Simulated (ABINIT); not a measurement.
Runs of ABINIT 10.8.3 (patched build) on TiB2. The structure is hexagonal, space group P6/mmm (No. 191). The conventional cell has a = 3.029 Å, b = 3.029 Å, c = 3.228 Å, α = 90.00°, β = 90.00°, γ = 120.00°. Ti (site symmetry 6/mmm) is surrounded by 12 B at 2.38 Å. B (site symmetry -6m2) has 3 B at 1.75 Å as nearest neighbours. 

| task | level | potentials or basis | cell | k mesh | cutoff (eV) | fine-grid cutoff | cell freedom (optcell) | cutoff smearing ecutsm (Ha) | optimiser (ionmov) | force stop (Ha/bohr) | mesh quality | gap on the mesh (eV) | pressure (GPa) | V0 of scaled cells (Å³/atom) | B0 (GPa) |
| --- | --- | --- | --- | --- | --- | --- | --- | --- | --- | --- | --- | --- | --- | --- | --- |
| equation of state | PBEsol | JTH PAW PBE v2.0 | as given | 10 × 10 × 8 | 354 | 707.496 eV | - | - | - | - | not flagged | - | - | 8.42 | (b) |
| single point | PBEsol | JTH PAW PBE v2.0 | as given | 13 × 13 × 10 | 408 | 816.342 eV | - | - | - | - | not flagged | none | -4.4 | - | - |
| band structure | LDA-PZ | JTH PAW LDA v2.0 | as given | 10 × 10 × 8 | 408 | 816.342 eV | - | - | - | - | not flagged | none | -10.4 | - | - |
| band structure | PBEsol | JTH PAW PBE v2.0 | as given | 10 × 10 × 8 | 408 | 816.342 eV | - | - | - | - | not flagged | none | -4.4 | - | - |
| single point | r2SCAN | JTH PAW PBE v2.0 | as given | 8 × 8 × 6 | 490 | 979.61 eV | - | - | - | - | not flagged | none | -1.2 | - | - |
| band structure | PBE | PseudoDojo NC SR PBE v0.4.1 standard | as given | 10 × 10 × 8 | 1143 | - | - | - | - | - | not flagged | none | 0.2 | - | - |
| relaxation of cell and atoms | WC | JTH PAW PBE v2.0 | relaxed to 20 GPa | 10 × 10 × 8 | 408 | 816.342 eV | 2 | 0.5 | 2 | 0.0002 | not flagged | none | 20.0 | - | - |
| equation of state | WC | JTH PAW PBE v2.0 | as given | 10 × 10 × 8 | 408 | 816.342 eV | - | - | - | - | not flagged | - | - | 8.43 | (a) |
| single point | LDA | JTH PAW LDA v2.0 | as given | 4 × 4 × 3 | 408 | 816.342 eV | - | - | - | - | coarse | none | -10.4 | - | - |

Alike in all rows: no spin polarisation; smearing fermi-dirac 0.05 eV.

**Question.** Estimate the missing entries.

**Answer.** (a) 265; (b) 267.

Caveats: some runs use coarse meshes; the atomic spheres overlap (some runs); the PAW data sets were made with another functional, which shifts forces and pressure a little (some runs); pressures at fixed basis lie under the slope of the energies (some runs); the cell was scaled at fixed shape and fractional positions, which overstates the stiffness of a crystal with free parameters, most of all of layers and chains (some runs).

A gap of «none» marks a metal or a gap under the smearing width.
